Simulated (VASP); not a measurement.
# BAs (F-43m) in VASP: a series of runs

Runs on BAs. Level: PBE. Tasks: dielectric tensor.

All numbers are computed with VASP 6.6.1; they aren't measurements. Logs are shortened: lines on timing, memory, paths and dates and some standing lists are left out, and cuts for length are marked.

## 1. The structure

Symmetry: F-43m, No. 216, cubic system. The conventional cell has a = 4.777 Å, b = 4.777 Å, c = 4.777 Å, α = 90.00°, β = 90.00°, γ = 90.00°. As (site symmetry -43m) has 4 B at 2.07 Å as nearest neighbours. B (site symmetry -43m) has 4 As at 2.07 Å as nearest neighbours.

## 2. Dielectric tensor, PBE

Input file INCAR:

```
SYSTEM = BAs
ALGO = Normal
EDIFF = 1E-8
ENCUT = 340
GGA = PE
ISIF = 2
ISMEAR = 0
LASPH = .True.
LCHARG = .False.
LEPSILON = .True.
LREAL = .False.
LWAVE = .False.
NELM = 100
PREC = Accurate
SIGMA = 0.01
```

Input file KPOINTS:

```
k-points
0
Gamma
  8 8 8
  0 0 0
```

Input file POSCAR:

```
BAs
1.0
    0.0000000000      2.3885000000      2.3885000000
    2.3885000000      0.0000000000      2.3885000000
    2.3885000000      2.3885000000      0.0000000000
As B
1 1
Direct
    0.7500000000      0.7500000000      0.7500000000
    0.0000000000      0.0000000000      0.0000000000
```

Potentials or basis: VASP PAW PBE potentials, release 64 (As, B).

Command:

```sh
cat potpaw_PBE.64/As/POTCAR potpaw_PBE.64/B/POTCAR > POTCAR
mpirun -np 1 vasp_std > vasp.out
```

OUTCAR:

```text
SYSTEM = BAs
   EDIFF = 1E-8
   ENCUT = 340
   GGA = PE
   ISIF = 2
   ISMEAR = 0
   LASPH = .True.
   LEPSILON = .True.
   LREAL = .False.
   NELM = 100
   PREC = Accurate

 Found     29 irreducible k-points:

 Following reciprocal coordinates:
            Coordinates               Weight
  0.000000  0.000000  0.000000      1.000000
  0.125000  0.000000  0.000000      8.000000
  0.250000  0.000000  0.000000      8.000000
  0.375000  0.000000  0.000000      8.000000
  0.500000  0.000000  0.000000      4.000000
  0.125000  0.125000  0.000000      6.000000
   k-points           NKPTS =     29   k-points in BZ     NKDIM =     29   number of bands    NBANDS=      8
   number of dos      NEDOS =    301   number of ions     NIONS =      2
   total plane-waves  NPLWV =   8000
   dimension x,y,z NGX =    20 NGY =   20 NGZ =   20
   dimension x,y,z NGXF=    40 NGYF=   40 NGZF=   40
   ions per type =               1   1
   NGX,Y,Z   is equivalent  to a cutoff of   9.84,  9.84,  9.84 a.u.
   NGXF,Y,Z  is equivalent  to a cutoff of  19.69, 19.69, 19.69 a.u.
 SYSTEM =  BAs
   PREC   = accura    normal or accurate (medium, high low for compatibility)
   ISTART =      0    job   : 0-new  1-cont  2-samecut
   ICHARG =      2    charge: 1-file 2-atom 10-const
   ISPIN  =      1    spin polarized calculation?
   LNONCOLLINEAR =      F non collinear calculations
   LSORBIT =      F    spin-orbit coupling
   LASPH  =      T    aspherical Exc in radial PAW
   ENCUT  =  340.0 eV  24.99 Ry    5.00 a.u.   5.08  5.08  5.08*2*pi/ulx,y,z
   NELM   =    100;   NELMIN=  2; NELMDL= -5     # of ELM steps
   EDIFF  = 0.1E-07   stopping-criterion for ELM
   LREAL  =      F    real-space projection
   EDIFFG = 0.1E-06   stopping-criterion for IOM
   NSW    =      0    number of steps for IOM
   IBRION =     -1    ionic relax: 0-MD 1-quasi-New 2-CG
   NFREE  =      0    steps in history (QN), initial steepest desc. (CG)
   ISIF   =      2    stress and relaxation
   ISYM   =      2    0-nonsym 1-usesym 2-fastsym
   POTIM  = 0.5000    time-step for ionic-motion
   TEBEG  =    0.0;   TEEND  =   0.0 temperature during run
   PSTRESS=    0.0 pullay stress
   NELECT =       8.0000    total number of electrons
   NUPDOWN=      -1.0000    fix difference up-down
   EMIN   =  10.00;   EMAX   =-10.00  energy-range for DOS
   EFERMI =   0.00;   METHOD = LEGACY
   ISMEAR =     0;   SIGMA  =   0.01  broadening in eV -4-tet -1-fermi 0-gaus
   EFERMI_NEDOS =   21; number of points for ismear=-14 and -15
   IALGO  =     38    algorithm
   IMIX   =      4    mixing-type and parameters
     AMIX     =   0.40;   BMIX     =  1.00
     AMIX_MAG =   1.60;   BMIX_MAG =  1.00
  volume/ion in A,a.u.               =      13.63        91.95
  Fermi-wavevector in a.u.,A,eV,Ry     =   1.088018  2.056057 16.106360  1.183784
  Thomas-Fermi vector in A             =   2.224191
   LORBIT       =      0    0 simple, 1 ext, 2 COOP (PROOUT), +10 PAW based schemes
   GGA     = PE    functional components
   LHFCALC =     F    Hartree Fock is set to
   AEXX    =    0.0000 exact exchange contribution
   IVDW    =     0    specifies the selected vdW correction
   LEPSILON=     T    determine dielectric tensor
   LRPA    =     F    only Hartree local field effects (RPA)
 non-spin polarized calculation
 Gauss-broadening in eV      SIGMA  =   0.01
  energy-cutoff  :      340.00
  volume of cell :       27.25
 maximum number of plane-waves:       399
   NGX = 11   NGY = 11   NGZ = 11

--------------------------------------- Ionic step        1  -------------------------------------------

 number of electron       7.9999999 magnetization

 E-fermi :   6.1964     XC(G=0): -10.5838

 val. band max:        6.1279203031   @ k =   0.0000   0.0000   0.0000
 cond. band min:       7.3160827316   @ k =   0.3750   0.3750   0.0000
 fundamental gap:      1.1881624285
 Fermi energy:         6.1963880239

 k-point     1 :       0.0000    0.0000    0.0000
  band No.  band energies     occupation
      1      -9.2743      2.00000
      2       6.1279      2.00000
      3       6.1279      2.00000
      4       6.1279      2.00000
      5       9.4037      0.00000
      6       9.4037      0.00000
      7       9.4037      0.00000
      8      10.8134      0.00000

 k-point     2 :       0.1250    0.0000    0.0000
  band No.  band energies     occupation
      1      -9.0183      2.00000
      2       4.1628      2.00000
      3       5.6895      2.00000
      4       5.6895      2.00000
      5       9.5219      0.00000
      6       9.9807      0.00000
      7       9.9807      0.00000
      8      12.0870      0.00000

 k-point     3 :       0.2500    0.0000    0.0000
  band No.  band energies     occupation
      1      -8.2728      2.00000
      2       1.1882      2.00000
      3       4.9789      2.00000
      4       4.9789      2.00000
      5       9.1930      0.00000
      6      10.7793      0.00000
      7      10.7793      0.00000
      8      14.0267      0.00000

 k-point     4 :       0.3750    0.0000    0.0000
  band No.  band energies     occupation
      1      -7.1658      2.00000
      2      -1.3928      2.00000
      3       4.4791      2.00000
      4       4.4791      2.00000
      5       8.9159      0.00000
      6      10.9573      0.00000
      7      10.9573      0.00000
      8      14.9553      0.00000

 k-point     5 :       0.5000    0.0000    0.0000
  band No.  band energies     occupation
      1      -6.4025      2.00000
      2      -2.6622      2.00000
      3       4.3061      2.00000
      4       4.3061      2.00000
      5       8.8188      0.00000
      6      10.9077      0.00000
      7      10.9077      0.00000
      8      14.9924      0.00000

 k-point     6 :       0.1250    0.1250    0.0000
  band No.  band energies     occupation
      1      -8.9324      2.00000
      2       4.6793      2.00000
      3       4.9655      2.00000
      4       4.9655      2.00000
      5       8.7050      0.00000
      6      10.9344      0.00000
      7      10.9344      0.00000
      8      11.7591      0.00000

 [... further k-points ...]

  FORCE on cell =-STRESS in cart. coord.  units (eV):
  Direction    XX          YY          ZZ          XY          YZ          ZX
  --------------------------------------------------------------------------------------
  -------------------------------------------------------------------------------------
  Total        0.5465777      0.5465777      0.5465777     -0.0000000      0.0000000     -0.0000000
  in kB       32.1334053     32.1334053     32.1334053     -0.0000000      0.0000000     -0.0000000
  external PRESSURE =      32.1334053 kB  Pullay stress =       0.0000000 kB

 VOLUME and BASIS-vectors are now :
 -----------------------------------------------------------------------------
  energy-cutoff  :      340.00
  volume of cell :       27.25
      direct lattice vectors                 reciprocal lattice vectors
     0.000000000  2.388500000  2.388500000    -0.209336404  0.209336404  0.209336404
     2.388500000  0.000000000  2.388500000     0.209336404 -0.209336404  0.209336404
     2.388500000  2.388500000  0.000000000     0.209336404  0.209336404 -0.209336404

 POSITION                                       TOTAL-FORCE (eV/Angst)
 -----------------------------------------------------------------------------------
      3.58275      3.58275      3.58275         0.000000      0.000000      0.000000
      0.00000      0.00000      0.00000        -0.000000     -0.000000     -0.000000
 -----------------------------------------------------------------------------------
    total drift:                               -0.000001     -0.000001     -0.000000

  FREE ENERGIE OF THE ION-ELECTRON SYSTEM (eV)
  ---------------------------------------------------
  free  energy   TOTEN  =       -11.4012626090 eV

  energy  without entropy=      -11.4012626090  energy(sigma->0) =      -11.40126261

 HEAD OF MICROSCOPIC STATIC DIELECTRIC TENSOR (INDEPENDENT PARTICLE, excluding Hartree and local field effects)
 ------------------------------------------------------
          10.473990    -0.000000    -0.000000
          -0.000000    10.473990    -0.000000
           0.000000    -0.000000    10.473990
 ------------------------------------------------------

 Free energy of the ion-electron system (eV)
  ---------------------------------------------------
  ---------------------------------------------------
  free energy    TOTEN  =        -0.74563259 eV

  energy without entropy =       -0.74563259

------------------------ aborting loop because EDIFF is reached ----------------------------------------

--------------------------------------- Ionic step        2  -------------------------------------------

------------------------ aborting loop because EDIFF is reached ----------------------------------------

--------------------------------------- Ionic step        3  -------------------------------------------

 Free energy of the ion-electron system (eV)
  ---------------------------------------------------
  ---------------------------------------------------
  free energy    TOTEN  =        -0.74563279 eV

  energy without entropy =       -0.74563279

------------------------ aborting loop because EDIFF is reached ----------------------------------------

 PIEZOELECTRIC TENSOR FIELD DIRECTION 3  (e Angst)
 -----------------------------------------------------------------------------
    -0.00021 -0.14706  0.00000           ( -0.00000 -0.10114  0.00000)
    -0.14706 -0.00021  0.00000           ( -0.10114 -0.00000  0.00000)
     0.00000  0.00000 -0.00037           (  0.00000  0.00000 -0.00000)

 PIEZOELECTRIC TENSOR FIELD DIRECTION 3  (C/m^2)
 -----------------------------------------------------------------------------
    -0.00012 -0.08646  0.00000
    -0.08646 -0.00012  0.00000
     0.00000  0.00000 -0.00022

 MACROSCOPIC STATIC DIELECTRIC TENSOR (including local field effects in DFT)
 ------------------------------------------------------
          10.176993    -0.000000    -0.000000
           0.000000    10.176993    -0.000000
           0.000000    -0.000000    10.176993
 ------------------------------------------------------

 PIEZOELECTRIC TENSOR (including local field effects)  for field in x, y, z        (e  Angst)
          XX          YY          ZZ          XY          YZ          ZX
  --------------------------------------------------------------------------------
  x    -0.00000    -0.00000    -0.00000     0.00000    -0.13932     0.00000
  y    -0.00000     0.00000    -0.00000    -0.00000     0.00000    -0.13932
  z     0.00000     0.00000     0.00000    -0.13932    -0.00000     0.00000

 PIEZOELECTRIC TENSOR (including local field effects)  for field in x, y, z        (C/m^2)
          XX          YY          ZZ          XY          YZ          ZX
  --------------------------------------------------------------------------------
  x    -0.00000    -0.00000    -0.00000     0.00000    -0.08190     0.00000
  y    -0.00000     0.00000    -0.00000    -0.00000     0.00000    -0.08190
  z     0.00000     0.00000     0.00000    -0.08190    -0.00000     0.00000

 BORN EFFECTIVE CHARGES (including local field effects) (in |e|, cummulative output)
 ---------------------------------------------------------------------------------
 ion    1
    1     0.52372     0.00000     0.00000
    2    -0.00000     0.52372     0.00000
    3     0.00000    -0.00000     0.52372
 ion    2
    1    -0.52372    -0.00000    -0.00000
    2     0.00000    -0.52372     0.00000
    3    -0.00000     0.00000    -0.52372
```

Wall time 95 s (1 thread of AMD EPYC, shared host); peak memory 0.12 GiB.

These settings aren't checked as converged: the numbers below hold their error.

What came out:

* Band gap on the k mesh: 1.19 eV, indirect (least direct gap 3.28 eV)
* Electronic dielectric tensor (diagonal): 10.18
* Born charges (mean of the diagonal): As +0.52; B -0.52 e

Caveat: the cutoff is under 1.25 times the usual one of these potentials, so pressure, stress and relaxed cells hold a basis-set (Pulay) error.

## 3. Dielectric tensor, PBE

Changes to INCAR since step 2:

```diff
@@ -3,3 +3,3 @@
 EDIFF = 1E-8
-ENCUT = 340
+ENCUT = 650
 GGA = PE
```

Input file KPOINTS:

```
k-points
0
Gamma
  6 6 6
  0 0 0
```

POSCAR is that of step 2.

Potentials or basis: VASP PAW PBE potentials, release 64 (As, B).

Command:

```sh
cat potpaw_PBE.64/As/POTCAR potpaw_PBE.64/B/POTCAR > POTCAR
mpirun -np 1 vasp_std > vasp.out
```

OUTCAR:

```text
SYSTEM = BAs
   EDIFF = 1E-8
   ENCUT = 650
   GGA = PE
   ISIF = 2
   ISMEAR = 0
   LASPH = .True.
   LEPSILON = .True.
   LREAL = .False.
   NELM = 100
   PREC = Accurate

 Found     16 irreducible k-points:

 Following reciprocal coordinates:
            Coordinates               Weight
  0.000000  0.000000  0.000000      1.000000
  0.166667  0.000000  0.000000      8.000000
  0.333333  0.000000  0.000000      8.000000
  0.500000  0.000000  0.000000      4.000000
  0.166667  0.166667  0.000000      6.000000
  0.333333  0.166667  0.000000     24.000000
   k-points           NKPTS =     16   k-points in BZ     NKDIM =     16   number of bands    NBANDS=      8
   number of dos      NEDOS =    301   number of ions     NIONS =      2
   total plane-waves  NPLWV =  21952
   dimension x,y,z NGX =    28 NGY =   28 NGZ =   28
   dimension x,y,z NGXF=    56 NGYF=   56 NGZF=   56
   ions per type =               1   1
   NGX,Y,Z   is equivalent  to a cutoff of  13.78, 13.78, 13.78 a.u.
   NGXF,Y,Z  is equivalent  to a cutoff of  27.56, 27.56, 27.56 a.u.
 SYSTEM =  BAs
   PREC   = accura    normal or accurate (medium, high low for compatibility)
   ISTART =      0    job   : 0-new  1-cont  2-samecut
   ICHARG =      2    charge: 1-file 2-atom 10-const
   ISPIN  =      1    spin polarized calculation?
   LNONCOLLINEAR =      F non collinear calculations
[... 177 lines left out ...]
  ---------------------------------------------------
  free energy    TOTEN  =        -0.82983182 eV

  energy without entropy =       -0.82983182

------------------------ aborting loop because EDIFF is reached ----------------------------------------

 PIEZOELECTRIC TENSOR FIELD DIRECTION 3  (e Angst)
 -----------------------------------------------------------------------------
     0.00028 -0.11828  0.00000           (  0.00000 -0.10661  0.00000)
    -0.11828  0.00028  0.00000           ( -0.10661  0.00000  0.00000)
     0.00000  0.00000 -0.00115           (  0.00000  0.00000 -0.00000)

 PIEZOELECTRIC TENSOR FIELD DIRECTION 3  (C/m^2)
 -----------------------------------------------------------------------------
     0.00017 -0.06953  0.00000
    -0.06953  0.00017  0.00000
     0.00000  0.00000 -0.00067

 MACROSCOPIC STATIC DIELECTRIC TENSOR (including local field effects in DFT)
 ------------------------------------------------------
          11.224678    -0.000000     0.000000
          -0.000000    11.224678    -0.000000
           0.000000    -0.000000    11.224678
 ------------------------------------------------------

 PIEZOELECTRIC TENSOR (including local field effects)  for field in x, y, z        (e  Angst)
          XX          YY          ZZ          XY          YZ          ZX
  --------------------------------------------------------------------------------
  x     0.00000    -0.00000    -0.00000     0.00000    -0.10645     0.00000
  y    -0.00000     0.00000     0.00000     0.00000     0.00000    -0.10645
  z     0.00000     0.00000     0.00000    -0.10645     0.00000     0.00000

 PIEZOELECTRIC TENSOR (including local field effects)  for field in x, y, z        (C/m^2)
          XX          YY          ZZ          XY          YZ          ZX
  --------------------------------------------------------------------------------
  x     0.00000    -0.00000    -0.00000     0.00000    -0.06258     0.00000
  y    -0.00000     0.00000     0.00000     0.00000     0.00000    -0.06258
  z     0.00000     0.00000     0.00000    -0.06258     0.00000     0.00000

 BORN EFFECTIVE CHARGES (including local field effects) (in |e|, cummulative output)
 ---------------------------------------------------------------------------------
 ion    1
    1     0.50193     0.00000    -0.00000
    2    -0.00000     0.50193     0.00000
    3     0.00000     0.00000     0.50193
 ion    2
    1    -0.50193     0.00000     0.00000
    2     0.00000    -0.50193    -0.00000
    3     0.00000    -0.00000    -0.50193
```

OSZICAR:

```text
N       E                     dE             d eps       ncg     rms          rms(c)
DAV:   1     0.157189228430E+02    0.15719E+02   -0.43829E+03   256   0.104E+03
DAV:   2    -0.116984191024E+02   -0.27417E+02   -0.26443E+02   408   0.117E+02
DAV:   3    -0.120332172159E+02   -0.33480E+00   -0.33480E+00   280   0.170E+01
[... 12 lines left out ...]
RMM:   5    -0.829175721515E+00   -0.59955E-02   -0.24643E-04  1191   0.124E-01    0.122E-02
RMM:   6    -0.829562975538E+00   -0.38725E-03   -0.53947E-06  1235   0.191E-02    0.594E-03
RMM:   7    -0.829820536824E+00   -0.25756E-03   -0.26051E-06  1196   0.141E-02    0.530E-04
RMM:   8    -0.829835019907E+00   -0.14483E-04   -0.11642E-07  1297   0.110E-03    0.231E-04
RMM:   9    -0.829831772046E+00    0.32479E-05   -0.17263E-08  1221   0.523E-04    0.385E-05
RMM:  10    -0.829831818325E+00   -0.46279E-07   -0.20550E-08  1064   0.133E-04    0.687E-06
```

stdout:

```text
POSCAR found type information on POSCAR AsB
 POSCAR found :  2 types and       2 ions
 scaLAPACK will be used
 LDA part: xc-table for (Slater+PW92), standard interpolation
 POSCAR, INCAR and KPOINTS ok, starting setup
 FFT: planning ... GRIDC
 FFT: planning ... GRID_SOFT
 FFT: planning ... GRID
 WAVECAR not read
 entering main loop
 Linear response reoptimize wavefunctions to high precision
 Linear response G [H, r] |phi>, progress :
  Direction:   1
 Linear response G [H, r] |phi>, progress :
  Direction:   2
 Linear response G [H, r] |phi>, progress :
  Direction:   3
 Linear response to external field (no local field effect), progress :
  Direction:   1
 dielectric tensor                  component  1 :    14.096     7.282     1.649
 Linear response to external field (no local field effect), progress :
  Direction:   2
 dielectric tensor                  component  2 :     7.282    14.181    -1.791
 Linear response to external field (no local field effect), progress :
  Direction:   3
 dielectric tensor                  component  3 :     1.648    -1.791     6.311
 Linear response to external field, progress :
  Direction:   1
 dielectric tensor                  component  1 :    11.225     3.661     1.532
 Linear response to external field, progress :
  Direction:   2
 dielectric tensor                  component  2 :     3.661    11.225     1.378
 Linear response to external field, progress :
  Direction:   3
 dielectric tensor                  component  3 :     2.728     2.465    11.225
 Born effective charges drift removed
```

It took 2.2 min on 1 thread of AMD EPYC, shared host; peak memory 0.16 GiB.

These settings aren't checked as converged: the numbers below hold their error.

Results:

| Item | Value |
| --- | --- |
| Band gap on the k mesh | 1.27 eV, indirect (least direct gap 3.27 eV) |
| Electronic dielectric tensor (diagonal) | 11.22 |
| Born charges (mean of the diagonal) | As +0.50; B -0.50 e |

[end of part 1 of 2]
